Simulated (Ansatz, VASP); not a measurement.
Two plane-wave programs on SiC

```
Si C
1.0
     0.00000    2.18986    2.18986
     2.18986    0.00000    2.18986
     2.18986    2.18986    0.00000
Si C
1 1
Direct
  0.25000 0.25000 0.25000
  0.00000 0.00000 0.00000
```

Alike in both runs: functional PBE; k mesh 10 × 10 × 10; occupations gaussian, width 0.02 eV; no spin polarisation.

Ansatz relaxed the structure, and its values are those at the end. VASP's run is a single point on that final structure, the one shown.

|  | VASP | Ansatz |
| --- | --- | --- |
| version | VASP 6.6.1 | Ansatz 0.2.0 |
| potentials or method | VASP PAW PBE potentials, release 64 (Si, C) | scalar-relativistic, plane waves, PAW |
| plane-wave cutoff (eV) | 520 | 420 |
| valence electrons in the cell | 8 | 8 |

|  | VASP | Ansatz | Ansatz less VASP |
| --- | --- | --- | --- |
| gap on the k mesh at the Fermi level (eV) | 1.37 | 1.37 | +0.002 |
| least direct gap on the mesh (eV) | 4.53 | 4.53 | +0.003 |
| pressure (GPa) | 0.0 | 0.0 | +0.05 |

With one functional, cell and mesh, what is left measures potentials, basis and numerics.

A k mesh can miss the band edges. Expect the measured gap to be larger: semilocal functionals such as PBE lack the derivative discontinuity.
